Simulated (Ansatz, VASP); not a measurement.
## Two plane-wave programs on MnO

File INCAR:

```
PREC = Accurate
ENCUT = 520
EDIFF = 1E-6
ISMEAR = -1
SIGMA = 0.05
LREAL = False
LASPH = True
NELM = 120
ALGO = Fast
ISIF = 2
LWAVE = False
LCHARG = False
ISPIN = 2
MAGMOM = 4 0
LORBIT = 11
LMAXMIX = 4
GGA = PE
IBRION = 2
NSW = 60
EDIFFG = -0.005
```

KPOINTS

```
regular mesh
0
Gamma
  7 7 7
```

The input POSCAR:

```
MnO
1.0
    0.0000000000      2.2220003300      2.2220003300
    2.1775603234      0.0000000000      2.2220003300
    2.1775603234      2.2220003300      0.0000000000
Mn O
1 1
Direct
    0.0000000000      0.0000000000      0.0000000000
    0.5000000000      0.5000000000      0.5000000000
```

input.yaml

```yaml
crystal:
  lattice:
    - [0.0, 2.22200033, 2.22200033]
    - [2.1775603234, 0.0, 2.22200033]
    - [2.1775603234, 2.22200033, 0.0]
  atoms:
    - { symbol: Mn, position: [0.0, 0.0, 0.0], spin: 4.0 }
    - { symbol: O, position: [0.5, 0.5, 0.5] }
hamiltonian:
  xc: pbe
  pseudopotentials: { kind: paw }
magnetization:
  spin_polarized: true
kpoints:
  mp_grid: { grid: [7, 7, 7] }
scf:
  occupations: { method: fermi_dirac, width: 0.05 }
output:
  forces: true
  stress: true
  eigenvalues: true
  write_density: true
  write_potential: true
  elf: true
  volumetric_format: npy
relax:
  f_tol: 0.01
  max_steps: 40
```

Change from the starting cell: strain = -0.02.

Alike in both runs: task relaxation of the atoms; functional PBE; k mesh 7 × 7 × 7; occupations fermi-dirac, width 0.05 eV; collinear spin, ferromagnetic start.

|  | VASP | Ansatz |
| --- | --- | --- |
| version | VASP 6.6.1 | Ansatz 0.2.0 |
| potentials or method | VASP PAW PBE potentials, release 64 (Mn_pv, O) | Ansatz PAW |
| plane-wave cutoff (eV) | 520 | 420 |
| valence electrons in the cell | 19 | 21 |

VASP gave:

```
gap on the k mesh at the Fermi level, each at its own relaxed structure (eV) : none
net moment per atom (μB)                                                     : 2.34
size of the moment on the site where the two differ most (μB)                : 4.26
```

Problem. Estimate Ansatz's values.

Solution. gap on the k mesh at the Fermi level, each at its own relaxed structure (eV): none; net moment per atom (μB): 2.34; size of the moment on the site where the two differ most (μB): 3.95.

Site moments also hang on the region over which each program counts them. A gap of «none» marks a metal or a gap that the smearing closes. The two sets of potentials don't hold the same shells in valence.

Caveats: the relaxation stopped at its first step, so nothing moved; a cell with one magnetic atom can't hold antiferromagnetic order, which such compounds often take; semilocal functionals often make such compounds metallic where correlation or magnetic order opens a gap, which also shifts bond lengths.
